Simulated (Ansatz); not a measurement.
Te2Mo:

```
Te Mo
1.0
     3.51820    0.00000    0.00000
    -1.75910    3.04685    0.00000
     0.00000    0.00000   13.97360
Te Mo
4 2
Direct
  0.66667 0.33333 0.37900
  0.33333 0.66667 0.87900
  0.66667 0.33333 0.12100
  0.33333 0.66667 0.62100
  0.66667 0.33333 0.75000
  0.33333 0.66667 0.25000
```

Base run:

```yaml
Program: Ansatz 0.2.0
Functional: PBEsol
Potentials_or_basis: Ansatz PAW
Cutoff: "420 eV (not typed: the program's choice for these potentials)"
k_mesh: 7 × 7 × 2
Occupations: fermi-dirac, width 0.05 eV
Spin: spin-orbit coupling, no magnetisation
```

Its results: band gap on the k mesh 0.80 eV, indirect (least direct gap 1.20 eV); pressure -1.0 GPa; largest force 0.079 eV/Å.

**Question.** The run is repeated on the same cell with these changes: functional from PBEsol to PBE. What comes out?

**Answer.** Band gap on the k mesh 0.82 eV, indirect (least direct gap 1.20 eV); pressure 3.0 GPa; largest force 0.186 eV/Å.

PBE binds less tightly than PBEsol, so the same cell stands under more pressure.

Caveats: the k mesh misses the band edges, so the gap on the mesh is wider than the one along the path; this functional lacks dispersion, which binds the layers, so the pressure and a relaxed spacing across them are unreliable; the PAW data sets come from PBE, with cores solved anew for the run's functional, which leaves a small shift of forces and pressure (some runs).
